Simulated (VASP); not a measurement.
# SiC (Moissanite 3C) (F-43m) in VASP: notebook, part 2 of 2

VASP 6.6.1. The steps go on from the part before.

### Step 4. Band structure, SCAN0

POSCAR reads:

```
SiC
1.0
    0.0000000000      2.1790000000      2.1790000000
    2.1790000000      0.0000000000      2.1790000000
    2.1790000000      2.1790000000      0.0000000000
Si C
1 1
Direct
    0.0000000000      0.0000000000      0.0000000000
    0.7500000000      0.7500000000      0.7500000000
```

INCAR.step1 reads:

```
PREC     = Accurate       # precision mode
ENCUT    = 520            # plane-wave cutoff, eV
EDIFF    = 1E-5           # SCF threshold, eV
ISMEAR   = -1             # smearing method
SIGMA    = 0.05           # smearing width, eV
LREAL    = F              # projectors in reciprocal space
LASPH    = T              # aspherical terms in the spheres
NELM     = 80             # most SCF steps
ALGO     = Normal         # electronic algorithm
ISIF     = 2              # what is computed and relaxed
LWAVE    = T              # write WAVECAR
LCHARG   = F              # write CHGCAR
GGA      = PE             # functional
```

INCAR.step2 reads:

```
PREC     = Accurate       # precision mode
ENCUT    = 520            # plane-wave cutoff, eV
EDIFF    = 1E-6           # SCF threshold, eV
ISMEAR   = -1             # smearing method
SIGMA    = 0.05           # smearing width, eV
LREAL    = F              # projectors in reciprocal space
LASPH    = T              # aspherical terms in the spheres
NELM     = 80             # most SCF steps
ALGO     = Normal         # electronic algorithm
ISIF     = 2              # what is computed and relaxed
LWAVE    = F              # write WAVECAR
LCHARG   = F              # write CHGCAR
METAGGA  = SCAN           # meta-GGA
LHFCALC  = T              # exact exchange
AEXX     = 0.25           # exact-exchange fraction
LMIXTAU  = T            
PRECFOCK = Fast         
ISTART   = 1
```

KPOINTS reads:

```
Automatic mesh
0
Gamma
  5 5 5
```

KPOINTS_OPT reads:

```
path GXWKGLUWLK,UX
10
line-mode
reciprocal
 0.0000000000  0.0000000000  0.0000000000  G
 0.5000000000  0.0000000000  0.5000000000  X

 0.5000000000  0.0000000000  0.5000000000  X
 0.5000000000  0.2500000000  0.7500000000  W

 0.5000000000  0.2500000000  0.7500000000  W
 0.3750000000  0.3750000000  0.7500000000  K

 0.3750000000  0.3750000000  0.7500000000  K
 0.0000000000  0.0000000000  0.0000000000  G

 0.0000000000  0.0000000000  0.0000000000  G
 0.5000000000  0.5000000000  0.5000000000  L

 0.5000000000  0.5000000000  0.5000000000  L
 0.6250000000  0.2500000000  0.6250000000  U

 0.6250000000  0.2500000000  0.6250000000  U
 0.5000000000  0.2500000000  0.7500000000  W

 0.5000000000  0.2500000000  0.7500000000  W
 0.5000000000  0.5000000000  0.5000000000  L

 0.5000000000  0.5000000000  0.5000000000  L
 0.3750000000  0.3750000000  0.7500000000  K

 0.6250000000  0.2500000000  0.6250000000  U
 0.5000000000  0.0000000000  0.5000000000  X
```

Started as:

```console
cat potpaw_PBE.64/Si/POTCAR potpaw_PBE.64/C/POTCAR > POTCAR
cp INCAR.step1 INCAR
mpirun -np 1 vasp_std > vasp.out
cp INCAR.step2 INCAR
mpirun -np 1 vasp_std > vasp.out
```

Run time: 2.7 min. Hardware: 1 thread of Intel Xeon Platinum 8488C (Sapphire Rapids), shared host; peak memory 0.17 GiB.

The run converged. Its results:

```
Free energy : -22.5918 eV
Pressure    : -4.2 GPa
```

Levels at the corners of the path, in eV from the valence-band top:
```tsv
point	band 5	band 6	band 7
Γ	8.32	9.30	9.30
X	2.89	6.10	17.00
X	2.89	6.10	17.00
W	7.12	11.74	11.91
W	7.12	11.74	11.91
K	4.80	9.90	14.47
K	4.80	9.90	14.48
Γ	8.32	9.30	9.30
Γ	8.32	9.30	9.30
L	7.39	9.21	9.21
L	7.39	9.21	9.21
U	4.80	9.90	14.47
U	4.80	9.90	14.48
W	7.12	11.74	11.91
W	7.12	11.74	11.91
L	7.39	9.21	9.21
L	7.39	9.21	9.21
K	4.80	9.90	14.47
U	4.80	9.90	14.47
X	2.89	6.10	17.00
```

Caveat: the k mesh is coarse (spacing up to 0.50 Å⁻¹), so the values aren't converged, least of all with exact exchange; an unscreened hybrid on a path of extra k points without a Coulomb cutoff has errors near the mesh points, so the bands along the path aren't reliable; the PAW data sets were made with another functional, which shifts forces and pressure a little.

### Step 5. Band structure, r2SCAN50

POSCAR is that of step 4.

INCAR.step1 reads:

```
SYSTEM = SiC
  PREC = Accurate
  ENCUT = 520
  EDIFF = 1E-5
  ISMEAR = -1
  SIGMA = 0.05
  LREAL = .False.
  LASPH = .True.
  NELM = 60
  ALGO = Normal
  ISIF = 2
  LWAVE = .True.
  LCHARG = .False.
  NBANDS = 11
  GGA = PE
```

INCAR.step2 reads:

```
SYSTEM = SiC
  PREC = Accurate
  ENCUT = 520
  EDIFF = 1E-6
  ISMEAR = -1
  SIGMA = 0.05
  LREAL = .False.
  LASPH = .True.
  NELM = 60
  ALGO = Normal
  ISIF = 2
  LWAVE = .False.
  LCHARG = .False.
  METAGGA = R2SCAN
  LHFCALC = .True.
  AEXX = 0.5
  LMIXTAU = .True.
  PRECFOCK = Fast
  NBANDS = 11
  ISTART = 1
```

KPOINTS reads:

```
Automatic mesh
0
Gamma
  5 5 5
  0 0 0
```

KPOINTS_OPT: that of step 4 with these lines changed.

```diff
@@ -1,3 +1,3 @@
 path GXWKGLUWLK,UX
-10
+8
 line-mode
```

Started as:

```console
cat potpaw_PBE.64/Si/POTCAR potpaw_PBE.64/C/POTCAR > POTCAR
cp INCAR.step1 INCAR
mpirun -np 1 vasp_std > vasp.out
cp INCAR.step2 INCAR
mpirun -np 1 vasp_std > vasp.out
```

It took 5.8 min on 1 thread of Intel Xeon Platinum 8259CL at 2.50GHz (Skylake/Cascade Lake), shared host; peak memory 0.16 GiB.

The run converged. Its results:

| Item | Value |
| --- | --- |
| Free energy | -23.9580 eV |
| Pressure | -7.2 GPa |

Levels at the corners of the path, in eV from the valence-band top:
```
point  band 2  band 3  band 4  band 5  band 6  band 7
    Γ   -0.66   -0.66   -0.66    9.86   10.87   10.87
    X   -9.31   -3.79   -3.79    4.11    7.42   18.99
    X   -9.31   -3.79   -3.79    4.11    7.42   18.99
    W   -8.34   -5.88   -5.38    8.53   13.42   13.44
    W   -8.34   -5.88   -5.38    8.53   13.42   13.44
    K  -11.31   -9.15   -5.71    6.11   11.44   16.30
    K  -11.31   -9.15   -5.71    6.11   11.44   16.30
    Γ   -0.66   -0.66   -0.66    9.86   10.87   10.87
    Γ   -0.66   -0.66   -0.66    9.86   10.87   10.87
    L  -10.37   -1.37   -1.37    8.86   10.74   10.74
    L  -10.37   -1.37   -1.37    8.86   10.74   10.74
    U  -11.31   -9.15   -5.71    6.11   11.44   16.30
    U  -11.31   -9.15   -5.71    6.11   11.44   16.30
    W   -8.34   -5.88   -5.38    8.53   13.42   13.44
    W   -8.34   -5.88   -5.38    8.53   13.42   13.44
    L  -10.37   -1.37   -1.37    8.86   10.74   10.74
    L  -10.37   -1.37   -1.37    8.86   10.74   10.74
    K  -11.31   -9.15   -5.71    6.11   11.44   16.30
    U  -11.31   -9.15   -5.71    6.11   11.44   16.30
    X   -9.31   -3.79   -3.79    4.11    7.42   18.99
```

Caveat: the k mesh is coarse (spacing up to 0.50 Å⁻¹), so the values aren't converged, least of all with exact exchange; an unscreened hybrid on a path of extra k points without a Coulomb cutoff has errors near the mesh points, so the bands along the path aren't reliable; the PAW data sets were made with another functional, which shifts forces and pressure a little.

### Step 6. Band structure, r2SCANh

POSCAR is that of step 5.

INCAR.step1 reads:

```
PREC = Accurate
ENCUT = 520
EDIFF = 1E-5
ISMEAR = -1
SIGMA = 0.05
LREAL = F
LASPH = T
NELM = 80
ALGO = Normal
ISIF = 2
LWAVE = T
LCHARG = F
NBANDS = 11
GGA = PE
```

INCAR.step2 reads:

```
PREC = Accurate
ENCUT = 520
EDIFF = 1E-6
ISMEAR = -1
SIGMA = 0.05
LREAL = F
LASPH = T
NELM = 80
ALGO = Normal
ISIF = 2
LWAVE = F
LCHARG = F
METAGGA = R2SCAN
LHFCALC = T
AEXX = 0.1
LMIXTAU = T
PRECFOCK = Fast
NBANDS = 11
ISTART = 1
```

KPOINTS reads:

```
Automatic mesh
0
Gamma
  5 5 5
```

KPOINTS_OPT is that of step 5.

Potentials or basis: VASP PAW PBE potentials, release 64 (Si, C).

Started as:

```console
cat potpaw_PBE.64/Si/POTCAR potpaw_PBE.64/C/POTCAR > POTCAR
cp INCAR.step1 INCAR
mpirun -np 1 vasp_std > vasp.out
cp INCAR.step2 INCAR
mpirun -np 1 vasp_std > vasp.out
```

OUTCAR:

```text
PREC = Accurate
   ENCUT = 520
   EDIFF = 1E-6
   ISMEAR = -1
   LREAL = F
   LASPH = T
   NELM = 80
   ISIF = 2
   METAGGA = R2SCAN
   LHFCALC = T
   AEXX = 0.1
   PRECFOCK = Fast
   ISTART = 1

 ion  position               nearest neighbor table
   1  0.000  0.000  0.000-   2 1.89   2 1.89   2 1.89   2 1.89
   2  0.750  0.750  0.750-   1 1.89   1 1.89   1 1.89   1 1.89

  LATTYP: Found a face centered cubic cell.
 ALAT       =     4.3580000000

[... 318 lines left out ...]
     11      31.4370      0.00000

------------------------ aborting loop because EDIFF is reached ----------------------------------------

  FORCE on cell =-STRESS in cart. coord.  units (eV):
  Direction    XX          YY          ZZ          XY          YZ          ZX
  --------------------------------------------------------------------------------------
  -------------------------------------------------------------------------------------
  Total       -0.2274987     -0.2274987     -0.2274987     -0.0000000     -0.0000000     -0.0000000
  in kB      -17.6152096    -17.6152096    -17.6152096     -0.0000000     -0.0000000     -0.0000000
  external PRESSURE =     -17.6152096 kB  Pullay stress =       0.0000000 kB

 VOLUME and BASIS-vectors are now :
 -----------------------------------------------------------------------------
  energy-cutoff  :      520.00
  volume of cell :       20.69
      direct lattice vectors                 reciprocal lattice vectors
     0.000000000  2.179000000  2.179000000    -0.229463056  0.229463056  0.229463056
     2.179000000  0.000000000  2.179000000     0.229463056 -0.229463056  0.229463056
     2.179000000  2.179000000  0.000000000     0.229463056  0.229463056 -0.229463056

 POSITION                                       TOTAL-FORCE (eV/Angst)
 -----------------------------------------------------------------------------------
      0.00000      0.00000      0.00000         0.000000      0.000000     -0.000000
      3.26850      3.26850      3.26850        -0.000000     -0.000000      0.000000
 -----------------------------------------------------------------------------------
    total drift:                                0.000000      0.000001      0.000001

  FREE ENERGIE OF THE ION-ELECTRON SYSTEM (eV)
  ---------------------------------------------------
  free  energy   TOTEN  =       -20.2166291282 eV

  energy  without entropy=      -20.2166291282  energy(sigma->0) =      -20.21662913
```

OSZICAR.step1:

```text
N       E                     dE             d eps       ncg     rms          rms(c)
DAV:   1     0.137513303946E+01    0.13751E+01   -0.41632E+03   228   0.628E+02
DAV:   2    -0.163875420328E+02   -0.17763E+02   -0.17113E+02   290   0.106E+02
DAV:   3    -0.168987199437E+02   -0.51118E+00   -0.50983E+00   268   0.151E+01
DAV:   4    -0.169006454939E+02   -0.19256E-02   -0.19254E-02   252   0.115E+00
DAV:   5    -0.169006536969E+02   -0.82029E-05   -0.82029E-05   276   0.701E-02    0.883E+00
DAV:   6    -0.150833856468E+02    0.18173E+01   -0.65134E+00   241   0.114E+01    0.391E+00
DAV:   7    -0.150299702045E+02    0.53415E-01   -0.38860E-01   253   0.354E+00    0.179E+00
DAV:   8    -0.150222767549E+02    0.76934E-02   -0.20062E-02   244   0.953E-01    0.170E-01
DAV:   9    -0.150224425042E+02   -0.16575E-03   -0.14510E-03   270   0.222E-01    0.116E-01
DAV:  10    -0.150225598083E+02   -0.11730E-03   -0.23390E-04   244   0.930E-02    0.247E-02
DAV:  11    -0.150225617891E+02   -0.19808E-05   -0.39877E-05   259   0.324E-02
   1 F= -.15022562E+02 E0= -.15022562E+02  d E =-.178553E-08
```

Wall time 2.6 min (1 thread of Intel Xeon Platinum 8488C (Sapphire Rapids), shared host); peak memory 0.16 GiB.

Results:

| Property | Result |
| --- | --- |
| Free energy | -20.2166 eV |
| Pressure | -1.8 GPa |

Levels at the corners of the path, in eV from the valence-band top:
```csv
point,band 2,band 3,band 4,band 5,band 6,band 7
Γ,-0.10,-0.10,-0.10,7.46,8.46,8.46
X,-8.28,-3.40,-3.40,2.21,5.36,15.92
X,-8.28,-3.40,-3.40,2.21,5.36,15.92
W,-7.44,-5.30,-4.91,6.31,10.81,10.94
W,-7.44,-5.30,-4.91,6.31,10.81,10.94
K,-8.24,-6.39,-3.29,4.07,9.04,13.45
K,-8.24,-6.39,-3.29,4.07,9.04,13.45
Γ,-0.10,-0.10,-0.10,7.46,8.46,8.46
Γ,-0.10,-0.10,-0.10,7.46,8.46,8.46
L,-9.11,-1.13,-1.13,6.58,8.36,8.36
L,-9.11,-1.13,-1.13,6.58,8.36,8.36
U,-8.24,-6.39,-3.29,4.07,9.04,13.45
U,-8.24,-6.39,-3.29,4.07,9.04,13.45
W,-7.44,-5.30,-4.91,6.31,10.81,10.94
W,-7.44,-5.30,-4.91,6.31,10.81,10.94
L,-9.11,-1.13,-1.13,6.58,8.36,8.36
L,-9.11,-1.13,-1.13,6.58,8.36,8.36
K,-8.24,-6.39,-3.29,4.07,9.04,13.45
U,-8.24,-6.39,-3.29,4.07,9.04,13.45
X,-8.28,-3.40,-3.40,2.21,5.36,15.92
```

Caveat: the k mesh is coarse (spacing up to 0.50 Å⁻¹), so the values aren't converged, least of all with exact exchange; an unscreened hybrid on a path of extra k points without a Coulomb cutoff has errors near the mesh points, so the bands along the path aren't reliable; the PAW data sets were made with another functional, which shifts forces and pressure a little.

### Step 7. For comparison

An earlier run on the cell as given: functional PBE; potentials or basis VASP PAW PBE potentials, release 64 (Si, C); cutoff 520 eV; k mesh 10 × 10 × 10; occupations fermi-dirac, width 0.05 eV; no spin polarisation.

* Pressure: 3.2 GPa
* Band gap on the k mesh: 1.36 eV, indirect (least direct gap 4.54 eV)

### Step 8. Summary

```tsv
task	level	k mesh	grid for exact exchange (PRECFOCK)	exchange at q = 0	mesh quality	gap on the mesh (eV)	pressure (GPa)
band structure	PBEsol	10 × 10 × 10	-	-	not flagged	1.23	0.2
band structure	RPBE	10 × 10 × 10	-	-	not flagged	1.36	-
band structure	SCAN0	5 × 5 × 5	Fast	default	coarse	-	-4.2
band structure	r2SCAN50	5 × 5 × 5	Fast	default	coarse	-	-7.2
band structure	r2SCANh	5 × 5 × 5	Fast	default	coarse	-	-1.8
single point	PBE	10 × 10 × 10	-	-	not flagged	1.36	3.2
```

Alike in all rows: potentials or basis VASP PAW PBE potentials, release 64 (Si, C); no spin polarisation; cell as given; cutoff (eV) 520; smearing fermi-dirac 0.05 eV.

Caveats: some runs use coarse meshes; the PAW data sets were made with another functional, which shifts forces and pressure a little (some runs); an unscreened hybrid on a path of extra k points without a Coulomb cutoff has errors near the mesh points, so the bands along the path aren't reliable (some runs).

Total energies depend on the potentials used, so only differences within one code and one set of settings carry meaning.

### Step 9. Against experiment

Step 2. Measured gap of SiC: 2.4 eV (indirect; quoted in “Insight into the structural, elastic and electronic properties of a new orthorhombic 6O-SiC polytype”, 2020, pmc:7200658). This calculation gives 1.23 eV (-1.17 eV). The value is that of PBEsol, without temperature or zero-point motion. Semilocal functionals fall short of measured gaps as a rule.

Step 3. A measured gap of SiC is 2.4 eV (indirect; quoted in “Insight into the structural, elastic and electronic properties of a new orthorhombic 6O-SiC polytype”, 2020, pmc:7200658); the calculated 1.37 eV misses it by -1.03 eV. The value is that of RPBE, without temperature or zero-point motion. Semilocal functionals fall short of measured gaps as a rule.
